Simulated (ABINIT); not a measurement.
# MgS (P6_3mc) in ABINIT: further runs

One crystal, MgS, is run at these levels: LDA, PBEsol, r2SCAN; tasks: band structure.

Everything below comes from runs of ABINIT 10.8.3 (patched build). Logs are shortened: lines on timing, memory, paths and dates and some standing lists are left out, and cuts for length are marked. The log counts tension as positive stress, the text compression.

## 1. The crystal as given

It takes space group P6_3mc (No. 186, hexagonal). The conventional cell has a = 4.035 Å, b = 4.035 Å, c = 6.432 Å, α = 90.00°, β = 90.00°, γ = 120.00°. S (site symmetry 3m) has 4 Mg at 2.45 to 2.47 Å as nearest neighbours. Mg (site symmetry 3m) has 4 S at 2.45 to 2.47 Å as nearest neighbours.

The cell comes from a database or a generator and needn't be the stable form of this composition.

## 2. Band structure, LDA

Input file run.abi:

```
# Datasets: ground state, then fixed potential
ndtset 2

# Pseudopotentials
pp_dirpath "./"
pseudos "S.LDA_PW-JTH.xml, Mg.LDA_PW-JTH.xml"

# Structure
acell 3*1.0 Angstrom
rprim
     4.0346224068     0.0000000000     0.0000000000
    -2.0173112034     3.4940854990     0.0000000000
     0.0000000000     0.0000000000     6.4322941800
ntypat 2
znucl 16 12
natom 4
typat 1 1 2 2
xred
     0.6666666667     0.3333333333     0.8792441500
     0.3333333333     0.6666666667     0.3792441500
     0.3333333333     0.6666666667     0.9957548500
     0.6666666667     0.3333333333     0.4957548500

# Plane-wave basis
ecut 20.0
pawecutdg 40.0

# Exchange and correlation
ixc 7

# Bands and occupations
occopt 3
tsmear 0.00183747

# SCF cycle
nstep 100

# Output
iomode 3
prtwf 0
prteig 0
prtebands 0
enunit 1
prtden1 1

# Dataset 1
kptopt1 1
ngkpt1 8 8 4
nshiftk1 1
shiftk1 0.0 0.0 0.0
nband1 20
tolvrs1 1.0e-9

# Dataset 2: bands along G-M-K-G-A-L-H-A
iscf2 -2
getden2 1
nband2 26
nbdbuf2 4
tolwfr2 1.0e-11
kptopt2 -7
ndivsm2 5
prteig2 1
prtvol2 -3
kptbounds2
     0.0000000000     0.0000000000     0.0000000000
     0.5000000000     0.0000000000     0.0000000000
     0.3333333333     0.3333333333     0.0000000000
     0.0000000000     0.0000000000     0.0000000000
     0.0000000000     0.0000000000     0.5000000000
     0.5000000000     0.0000000000     0.5000000000
     0.3333333333     0.3333333333     0.5000000000
     0.0000000000     0.0000000000     0.5000000000
```

Potentials or basis: JTH PAW LDA v2.0.

Command:

```bash
> abinit run.abi > log 2>&1
```

run.abo:

```text
.Version 10.8.3 of ABINIT
 DATASET    1 : space group P6_3 m c (#186); Bravais hP (primitive hexag.)
================================================================================
 Values of the parameters that define the memory need for DATASET  1.
     intxc =       0    ionmov =       0      iscf =      17    lmnmax =       8
     lnmax =       4     mgfft =      50  mpssoang =       2    mqgrid =    3461
     natom =       4  nloc_mem =       2    nspden =       1   nspinor =       1
    nsppol =       1      nsym =      12    n1xccc =       1    ntypat =       2
    occopt =       3   xclevel =       1
       mpw =        2637          nfft =       51200          nkpt =          30
 PAW method is used; the additional fine FFT grid is defined by:
   mgfftf=        72    nfftf =    145800
================================================================================
================================================================================

 DATASET    2 : space group P6_3 m c (#186); Bravais hP (primitive hexag.)
================================================================================
 Values of the parameters that define the memory need for DATASET  2.
     intxc =       0    ionmov =       0      iscf =      -2    lmnmax =       8
     lnmax =       4     mgfft =      50  mpssoang =       2    mqgrid =    3461
     natom =       4  nloc_mem =       2    nspden =       1   nspinor =       1
    nsppol =       1      nsym =      12    n1xccc =       1    ntypat =       2
    occopt =       3   xclevel =       1
       mpw =        2647          nfft =       51200          nkpt =          56
 PAW method is used; the additional fine FFT grid is defined by:
   mgfftf=        72    nfftf =    145800
================================================================================
================================================================================

--------------------------------------------------------------------------------
------------- Echo of variables that govern the present computation ------------
--------------------------------------------------------------------------------
 -outvars: echo values of preprocessed input variables --------
            acell      1.8897261259E+00  1.8897261259E+00  1.8897261259E+00 Bohr
              amu      3.20660000E+01  2.43050000E+01
             ecut      2.00000000E+01 Hartree
           enunit           1
           getden1          0
           getden2          1
             iscf1         17
             iscf2         -2
              ixc           7
           jdtset        1    2
           kptopt1          1
           kptopt2         -7
         kptrlatt        8    0    0      0    8    0      0    0    4
          kptrlen1     4.86210974E+01
          kptrlen2     3.00000000E+01
            natom           4
            nband1         20
            nband2         26
           nbdbuf1          0
           nbdbuf2          4
           ndtset           2
           ndivsm1          0
           ndivsm2          5
            ngfft          32      32      50
          ngfftdg          45      45      72
             nkpt1         30
             nkpt2         56
            nstep         100
             nsym          12
           ntypat           2
           occopt           3
        pawecutdg      4.00000000E+01 Hartree
        prtebands           0
           prteig1          0
           prteig2          1
           prtvol1          0
           prtvol2         -3
            prtwf           0
            rprim      4.0346224068E+00  0.0000000000E+00  0.0000000000E+00
                      -2.0173112034E+00  3.4940854990E+00  0.0000000000E+00
                       0.0000000000E+00  0.0000000000E+00  6.4322941800E+00
           shiftk1     0.00000000E+00  0.00000000E+00  0.00000000E+00
           shiftk2     5.00000000E-01  5.00000000E-01  5.00000000E-01
          spgroup         186
           tolvrs1     1.00000000E-09
           tolvrs2     0.00000000E+00
           tolwfr1     0.00000000E+00
           tolwfr2     1.00000000E-11
           tsmear      1.83747000E-03 Hartree
            typat      1  1  2  2
           useylm           1
           xangst      2.0173112034E+00  1.1646951663E+00  5.6555570288E+00
                      -2.9862204611E-16  2.3293903327E+00  2.4394099388E+00
[... 253 lines left out ...]
 Unit cell volume ucvol=  6.1192603E+02 bohr^3
 Angles (23,13,12)=  9.00000000E+01  9.00000000E+01  1.20000000E+02 degrees

 Coarse grid specifications (used for wave-functions):

 getcut: wavevector=  0.0000  0.0000  0.0000  ngfft=  32  32  50
         ecut(hartree)=     20.000   => boxcut(ratio)=   2.04327

 Fine grid specifications (used for densities):

 getcut: wavevector=  0.0000  0.0000  0.0000  ngfft=  45  45  72
         ecut(hartree)=     40.000   => boxcut(ratio)=   2.02701
--------------------------------------------------------------------------------

================================================================================
 Non-SCF case, kpt    1 (  0.00000  0.00000  0.00000), residuals and eigenvalues=
  7.86E-12  6.28E-12  3.43E-12  6.93E-12  5.52E-12  4.13E-12  4.66E-12  7.85E-12
  2.44E-12  4.06E-12  2.43E-12  3.27E-12  3.22E-12  2.86E-12  1.26E-12  6.21E-12
  9.30E-12  2.85E-12  4.11E-12  6.06E-12  4.46E-12  6.75E-12  4.77E-11  1.04E-09
  2.93E-11  1.18E-09
 -2.6066E+00 -2.6066E+00 -1.4094E+00 -1.4093E+00 -1.4091E+00 -1.4091E+00
 -1.4091E+00 -1.4091E+00 -3.3634E-01 -3.0877E-01 -3.8666E-02  6.0844E-02
  6.0844E-02  7.6458E-02  7.6458E-02  8.2430E-02  1.9794E-01  2.4493E-01
  3.4959E-01  3.4959E-01  3.7702E-01  3.8740E-01  3.8740E-01  4.0857E-01
  4.1742E-01  4.1742E-01
 Non-SCF case, kpt    2 (  0.05556  0.00000  0.00000), residuals and eigenvalues=
[... 535 lines left out ...]
 -1.4091E+00 -1.4091E+00 -3.2328E-01 -3.2328E-01  9.6202E-03  9.6202E-03
  6.6150E-02  6.6150E-02  6.7762E-02  6.7762E-02  2.5678E-01  2.5678E-01
  3.4136E-01  3.4136E-01  3.5740E-01  3.5740E-01  3.6447E-01  3.6447E-01
  4.9017E-01  4.9083E-01
 Non-SCF case, kpt   56 (  0.00000  0.00000  0.50000), residuals and eigenvalues=
  5.74E-12  8.84E-12  4.23E-12  4.99E-12  4.35E-12  4.96E-12  3.67E-12  6.40E-12
  2.98E-12  3.37E-12  6.60E-12  7.78E-12  2.11E-12  5.40E-12  3.37E-12  8.72E-12
  1.27E-12  2.16E-12  4.49E-12  7.81E-12  5.07E-12  5.31E-12  7.59E-12  9.17E-12
  3.71E-09  4.49E-08
 -2.6066E+00 -2.6066E+00 -1.4093E+00 -1.4093E+00 -1.4091E+00 -1.4091E+00
 -1.4091E+00 -1.4091E+00 -3.2370E-01 -3.2370E-01  9.9540E-03  9.9540E-03
  6.8381E-02  6.8381E-02  6.8381E-02  6.8381E-02  2.5322E-01  2.5322E-01
  3.5380E-01  3.5380E-01  3.5514E-01  3.5514E-01  3.5514E-01  3.5514E-01
  4.9341E-01  4.9341E-01

--- !ResultsGS
iteration_state: {dtset: 2, }
comment   : Summary of ground state results
lattice_vectors:
- [  7.6243314,   0.0000000,   0.0000000, ]
- [ -3.8121657,   6.6028647,   0.0000000, ]
- [  0.0000000,   0.0000000,  12.1552744, ]
lattice_lengths: [   7.62433,    7.62433,   12.15527, ]
lattice_angles: [ 90.000,  90.000, 120.000, ] # degrees, (23, 13, 12)
lattice_volume:   6.1192603E+02
convergence: {deltae:  0.000E+00, res2:  0.000E+00, residm:  9.968E-12, diffor:  0.000E+00, }
etotal    :  -1.47923341E+02
entropy   :   0.00000000E+00
fermie    :   1.28553435E-01
cartesian_stress_tensor: null
pressure_GPa: null
xred      :
- [  6.6667E-01,   3.3333E-01,   8.7924E-01,  S]
- [  3.3333E-01,   6.6667E-01,   3.7924E-01,  S]
- [  3.3333E-01,   6.6667E-01,   9.9575E-01, Mg]
- [  6.6667E-01,   3.3333E-01,   4.9575E-01, Mg]
cartesian_forces: null
force_length_stats: {min: null, max: null, mean: null, }
...

 Integrated electronic density in atomic spheres:
 ------------------------------------------------
 Atom  Sphere_radius  Integrated_density
    1        1.90380          3.62177258
    2        1.90380          3.62177258
    3        1.90158          8.23282930
    4        1.90158          8.23282930

================================================================================

 ----iterations are completed or convergence reached----

 Mean square residual over all n,k,spin=   49.907E-13; max=  99.679E-13
 reduced coordinates (array xred) for    4 atoms
       0.666666666667      0.333333333333      0.879244150000
       0.333333333333      0.666666666667      0.379244150000
       0.333333333333      0.666666666667      0.995754850000
       0.666666666667      0.333333333333      0.495754850000

 cartesian coordinates (angstrom) at end:
    1      2.01731120340000     1.16469516633333     5.65555702884405
    2     -0.00000000000000     2.32939033266667     2.43940993884405
    3     -0.00000000000000     2.32939033266667     6.40498812636177
    4      2.01731120340000     1.16469516633333     3.18884103636177
 length scales=  1.889726125908  1.889726125908  1.889726125908 bohr
              =  1.000000000000  1.000000000000  1.000000000000 angstroms
 Eigenvalues (   eV  ) for nkpt=  56  k points:
 kpt#   1, nband= 26, wtk=  1.00000, kpt=  0.0000  0.0000  0.0000 (reduced coord)
 -70.93014  -70.93004  -38.35101  -38.34836  -38.34432  -38.34432  -38.34389  -38.34389
  -9.15235   -8.40196   -1.05217    1.65565    1.65565    2.08052    2.08052    2.24302
   5.38635    6.66493    9.51285    9.51285   10.25915   10.54168   10.54168   11.11784
  11.35847   11.35847
 kpt#   2, nband= 26, wtk=  1.00000, kpt=  0.0556  0.0000  0.0000 (reduced coord)
 -70.93014  -70.93004  -38.35098  -38.34838  -38.34443  -38.34439  -38.34395  -38.34392
  -9.13652   -8.39392   -1.02763    1.54945    1.62753    1.95622    2.07429    2.23096
   5.53154    6.78602    9.39177    9.58260   10.31665   10.41490   10.61279   10.97727
  11.20740   11.26583
 kpt#   3, nband= 26, wtk=  1.00000, kpt=  0.1111  0.0000  0.0000 (reduced coord)
 -70.93013  -70.93003  -38.35093  -38.34841  -38.34455  -38.34442  -38.34408  -38.34392
  -9.09003   -8.37098   -0.95485    1.26286    1.55147    1.64852    2.05317    2.19304
   5.89797    7.09596    9.13344    9.78203   10.01886   10.48759   10.57428   10.78806
  11.09100   11.09658
 kpt#   4, nband= 26, wtk=  1.00000, kpt=  0.1667  0.0000  0.0000 (reduced coord)
 -70.93012  -70.93003  -38.35083  -38.34846  -38.34479  -38.34446  -38.34438  -38.34393
[... 249 lines left out ...]
 -70.93008  -70.93008  -38.34965  -38.34965  -38.34429  -38.34429  -38.34418  -38.34418
  -8.76370   -8.76370    0.22643    0.22643    1.65043    1.65043    1.79313    1.79313
   7.23881    7.23881    8.92235    8.92235    9.90799    9.90799   10.04600   10.04600
  13.19375   13.21198
 kpt#  55, nband= 26, wtk=  1.00000, kpt=  0.0303  0.0303  0.5000 (reduced coord)
 -70.93009  -70.93009  -38.34965  -38.34965  -38.34415  -38.34415  -38.34413  -38.34413
  -8.79686   -8.79686    0.26178    0.26178    1.80003    1.80003    1.84390    1.84390
   6.98741    6.98741    9.28885    9.28885    9.72547    9.72547    9.91767    9.91767
  13.33811   13.35604
 kpt#  56, nband= 26, wtk=  1.00000, kpt=  0.0000  0.0000  0.5000 (reduced coord)
 -70.93009  -70.93009  -38.34964  -38.34964  -38.34413  -38.34413  -38.34413  -38.34413
  -8.80821   -8.80821    0.27086    0.27086    1.86075    1.86075    1.86075    1.86075
   6.89051    6.89051    9.62737    9.62737    9.66374    9.66374    9.66374    9.66374
  13.42635   13.42635

== END DATASET(S) ==============================================================
================================================================================

 -outvars: echo values of variables after computation  --------
            acell      1.8897261259E+00  1.8897261259E+00  1.8897261259E+00 Bohr
           etotal1    -1.4792334120E+02
            fcart1    -7.0632953695E-29  0.0000000000E+00 -1.0685128185E-03
                       7.0632953695E-29  8.1559909658E-29 -1.0685128185E-03
                      -0.0000000000E+00  4.0779954829E-29  1.0685128185E-03
                      -0.0000000000E+00 -1.2233986449E-28  1.0685128185E-03
            rprim      4.0346224068E+00  0.0000000000E+00  0.0000000000E+00
                      -2.0173112034E+00  3.4940854990E+00  0.0000000000E+00
                       0.0000000000E+00  0.0000000000E+00  6.4322941800E+00
           strten1     6.9377484912E-05  6.9377484866E-05  7.5494955504E-05
                       0.0000000000E+00  0.0000000000E+00  0.0000000000E+00
           xangst      2.0173112034E+00  1.1646951663E+00  5.6555570288E+00
                      -2.9862204611E-16  2.3293903327E+00  2.4394099388E+00
                      -2.9862204611E-16  2.3293903327E+00  6.4049881264E+00
                       2.0173112034E+00  1.1646951663E+00  3.1888410364E+00
             xred      6.6666666667E-01  3.3333333333E-01  8.7924415000E-01
                       3.3333333333E-01  6.6666666667E-01  3.7924415000E-01
                       3.3333333333E-01  6.6666666667E-01  9.9575485000E-01
                       6.6666666667E-01  3.3333333333E-01  4.9575485000E-01
 Calculation completed.
```

Run time: 4.3 min. Hardware: 1 thread of Intel Xeon at 2.50GHz (Skylake/Cascade Lake), shared host; peak memory 0.15 GiB.

Results:

```
Free energy                                           : -4025.1992 eV
Pressure                                              : -2.1 GPa
Largest force                                         : 0.055 eV/Å
Band gap on the k mesh                                : 3.14 eV, direct
Band gap along the path                               : 3.14 eV, direct
Valence electrons inside the program's atomic spheres : S 3.62; Mg 8.23
```

Forces on the atoms (eV/Å):
```
S    0.000  0.000 -0.055
S    0.000  0.000 -0.055
Mg   0.000  0.000  0.055
Mg   0.000  0.000  0.055
```

Stress tensor (GPa, compression positive):
```
-2.04  0.00  0.00
 0.00 -2.04  0.00
 0.00  0.00 -2.22
```

Levels at the corners of the path, in eV from the valence-band top:
```tsv
point	band 14	band 15	band 16	band 17	band 18	band 19
Γ	-0.16	-0.16	0.00	3.14	4.42	7.27
M	-1.27	-0.96	-0.48	4.48	4.98	5.56
K	-1.39	-1.38	-1.38	4.62	6.79	7.13
Γ	-0.16	-0.16	0.00	3.14	4.42	7.27
A	-0.38	-0.38	-0.38	4.65	4.65	7.38
L	-0.91	-0.82	-0.82	4.40	4.40	6.08
H	-2.05	-0.53	-0.53	5.56	5.56	6.17
A	-0.38	-0.38	-0.38	4.65	4.65	7.38
```

## 3. Band structure, PBEsol

Changes to run.abi since step 2:

```diff
@@ -5,3 +5,3 @@
 pp_dirpath "./"
-pseudos "S.LDA_PW-JTH.xml, Mg.LDA_PW-JTH.xml"
+pseudos "S.GGA_PBE-JTH.xml, Mg.GGA_PBE-JTH.xml"
 
@@ -26,5 +26,6 @@
 pawecutdg 40.0
+pawxcdev 0
 
 # Exchange and correlation
-ixc 7
+ixc -116133
```

Potentials or basis: JTH PAW PBE v2.0.

Command:

```bash
> abinit run.abi > log 2>&1
```

Wall time 4.9 min (1 thread of Intel Xeon at 2.50GHz (Skylake/Cascade Lake), shared host); peak memory 0.17 GiB.

Results (log left out):

```
Free energy                                           : -4018.9643 eV
Pressure                                              : -0.4 GPa
Largest force                                         : 0.048 eV/Å
Band gap on the k mesh                                : 3.27 eV, direct
Band gap along the path                               : 3.27 eV, direct
Valence electrons inside the program's atomic spheres : S 3.62; Mg 8.22
```

Forces in eV/Å, atoms in the order of the input:
```
S    0.000  0.000 -0.048
S    0.000  0.000 -0.048
Mg   0.000  0.000  0.048
Mg   0.000  0.000  0.048
```

Stress tensor (GPa, compression positive):
```
-0.30  0.00  0.00
 0.00 -0.30  0.00
 0.00  0.00 -0.61
```

Levels at the corners of the path, in eV from the valence-band top:
| point | band 13 | band 14 | band 15 | band 16 | band 17 | band 18 | band 19 | band 20 |
| --- | --- | --- | --- | --- | --- | --- | --- | --- |
| Γ | -0.59 | -0.16 | -0.16 | 0.00 | 3.27 | 4.55 | 7.36 | 7.36 |
| M | -1.91 | -1.26 | -0.95 | -0.48 | 4.58 | 5.05 | 5.67 | 7.36 |
| K | -2.32 | -1.38 | -1.37 | -1.37 | 4.68 | 6.85 | 7.21 | 7.21 |
| Γ | -0.59 | -0.16 | -0.16 | 0.00 | 3.27 | 4.55 | 7.36 | 7.36 |
| A | -0.38 | -0.38 | -0.38 | -0.38 | 4.77 | 4.77 | 7.48 | 7.48 |
| L | -0.91 | -0.91 | -0.82 | -0.82 | 4.49 | 4.49 | 6.17 | 6.17 |
| H | -2.04 | -2.04 | -0.53 | -0.53 | 5.65 | 5.65 | 6.23 | 6.23 |
| A | -0.38 | -0.38 | -0.38 | -0.38 | 4.77 | 4.77 | 7.48 | 7.48 |

Caveat: the PAW data sets were made with another functional, which shifts forces and pressure a little. A hybrid or GW would open this gap; PBEsol tends to underestimate it.

## 4. Band structure, r2SCAN

Changes to run.abi since step 3:

```diff
@@ -24,8 +24,9 @@
 # Plane-wave basis
-ecut 20.0
-pawecutdg 40.0
-pawxcdev 0
+ecut 24.0
+pawecutdg 46.0
 
 # Exchange and correlation
-ixc -116133
+ixc -497498
+usekden 1
+pawxcdev 0
 
@@ -45,2 +46,3 @@
 prtden1 1
+prtkden1 1
 
@@ -52,3 +54,3 @@
 nband1 20
-tolvrs1 1.0e-9
+tolvrs1 1.0e-7
 
@@ -57,2 +59,3 @@
 getden2 1
+getkden2 1
 nband2 26
```

Command:

```bash
> abinit run.abi > log 2>&1
```

Wall time 19 min (1 thread of Intel Xeon at 2.50GHz (Skylake/Cascade Lake), shared host); peak memory 0.24 GiB.

The run converged. Its results:

| Property | Result |
| --- | --- |
| Free energy | -3885.9196 eV |
| Pressure | 0.2 GPa |
| Largest force | 0.052 eV/Å |
| Band gap on the k mesh | 4.11 eV, direct |
| Band gap along the path | 4.11 eV, direct |
| Valence electrons inside the program's atomic spheres | S 3.63; Mg 8.21 |

Forces in eV/Å, atoms in the order of the input:
```
S    0.000  0.000 -0.052
S    0.000  0.000 -0.052
Mg   0.000  0.000  0.052
Mg   0.000  0.000  0.052
```

Stress tensor (GPa, compression positive):
```
0.23 0.00 0.00
0.00 0.23 0.00
0.00 0.00 0.04
```

Levels at the corners of the path, in eV from the valence-band top:
| point | band 12 | band 13 | band 14 | band 15 | band 16 | band 17 | band 18 | band 19 | band 20 | band 21 |
| --- | --- | --- | --- | --- | --- | --- | --- | --- | --- | --- |
| Γ | -0.59 | -0.59 | -0.17 | -0.17 | 0.00 | 4.11 | 5.37 | 8.09 | 8.09 | 8.86 |
| M | -2.44 | -1.89 | -1.27 | -0.93 | -0.48 | 5.26 | 5.69 | 6.44 | 8.06 | 8.97 |
| K | -2.26 | -2.26 | -1.39 | -1.35 | -1.35 | 5.28 | 7.52 | 8.01 | 8.01 | 8.65 |
| Γ | -0.59 | -0.59 | -0.17 | -0.17 | 0.00 | 4.11 | 5.37 | 8.09 | 8.09 | 8.86 |
| A | -1.90 | -0.39 | -0.39 | -0.39 | -0.39 | 5.58 | 5.58 | 8.22 | 8.22 | 8.22 |
| L | -3.13 | -0.91 | -0.91 | -0.81 | -0.81 | 5.17 | 5.17 | 6.91 | 6.91 | 9.87 |
| H | -2.79 | -2.03 | -2.03 | -0.53 | -0.53 | 6.42 | 6.42 | 6.87 | 6.87 | 9.17 |
| A | -1.90 | -0.39 | -0.39 | -0.39 | -0.39 | 5.58 | 5.58 | 8.22 | 8.22 | 8.22 |

Caveat: totals of a meta-GGA on PAW files have another zero than those of a GGA; the PAW data sets were made with another functional, which shifts forces and pressure a little.

## 5. The runs side by side

```tsv
level	potentials or basis	cutoff (eV)	fine-grid cutoff	gap on the mesh (eV)	pressure (GPa)	largest force (eV/Å)
LDA	JTH PAW LDA v2.0	544	1088.46 eV	3.14	-2.1	0.05
PBEsol	JTH PAW PBE v2.0	544	1088.46 eV	3.27	-0.4	0.05
r2SCAN	JTH PAW PBE v2.0	653	1251.72 eV	4.11	0.2	0.05
```

Alike in all rows: task band structure; no spin polarisation; cell as given; k mesh 8 × 8 × 4; smearing fermi-dirac 0.05 eV.

Caveats: the PAW data sets were made with another functional, which shifts forces and pressure a little (some runs); totals of a meta-GGA on PAW files have another zero than those of a GGA (some runs).

Absolute energies hang on the potentials; compare differences alone.
